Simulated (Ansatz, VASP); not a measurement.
This is a calculation of HgTe (Coloradoite) for VASP 6.6.1. 

Contents of INCAR:

```
ALGO = Normal
EDIFF = 1E-6
EDIFFG = -0.02
ENCUT = 630
GGA = PE
IBRION = 2
ISIF = 3
ISMEAR = -1
LASPH = True
LCHARG = False
LREAL = False
LWAVE = False
NELM = 100
NSW = 60
PREC = Accurate
SIGMA = 0.05
```

Contents of KPOINTS:

```
k-points
0
Gamma
  7 7 7
```

Contents of POSCAR:

```
HgTe
1.0
    0.0000000000      3.2145000000      3.2145000000
    3.2145000000      0.0000000000      3.2145000000
    3.2145000000      3.2145000000      0.0000000000
Hg Te
1 1
Direct
    0.0000000000      0.0000000000      0.0000000000
    0.7500000000      0.7500000000      0.7500000000
```

Potentials or basis: VASP PAW PBE potentials, release 64 (Hg_sv_GW, Te_GW).

Command:

```console
$ cat potpaw_PBE.64/Hg_sv_GW/POTCAR potpaw_PBE.64/Te_GW/POTCAR > POTCAR
$ mpirun -np 1 vasp_std > vasp.out
```

**Question.** Translate it to Ansatz 0.2.0. Potentials or basis there: Ansatz PAW, cutoff 420 eV.

**Answer.** As run (cutoffs and basis follow the program's own potentials, and thresholds, step limits or extra output files can differ):

File input.yaml:

```yaml
crystal:
  lattice:
    - [0.0, 3.2145, 3.2145]
    - [3.2145, 0.0, 3.2145]
    - [3.2145, 3.2145, 0.0]
  atoms:
    - { symbol: Hg, position: [0.0, 0.0, 0.0] }
    - { symbol: Te, position: [0.75, 0.75, 0.75] }
hamiltonian:
  xc: pbe
  pseudopotentials: { kind: paw }
kpoints:
  mp_grid: { grid: [7, 7, 7] }
scf:
  occupations: { method: fermi_dirac, width: 0.05 }
output:
  forces: true
  stress: true
relax:
  f_tol: 0.01
  max_steps: 40
  cell: { stress_tol: 0.05 }
```

Potentials or basis: Ansatz PAW.

Command:

```bash
$ ansatz run input.yaml --threads 2 --pin off --max-ram 5632MiB --backend cpu --events-out ev --progress --plain --runs-dir out
```

Both were run:

|  | VASP | Ansatz |
| --- | --- | --- |
| Relaxed volume | 36.69 Å³/atom | 36.79 Å³/atom |
| Relaxed cell | a = 4.699 Å, b = 4.699 Å, c = 4.699 Å, α = 60.00°, β = 60.00°, γ = 60.00° | a = 4.703 Å, b = 4.703 Å, c = 4.703 Å, α = 60.00°, β = 60.00°, γ = 60.00° |
| Space group after relaxing | F-43m (No. 216) | F-43m (No. 216) |
| Pressure after relaxing | 0.0 GPa | 0.0 GPa |

Ansatz's pressure holds a Pulay term of +0.03 GPa for its cutoff of 420 eV, which the other run lacks.

The potentials hold 26 and 36 valence electrons a cell.

Where Ansatz's input types no cutoff or centring, it takes its own default and a Γ-centred mesh.

Pressure is positive in compression.
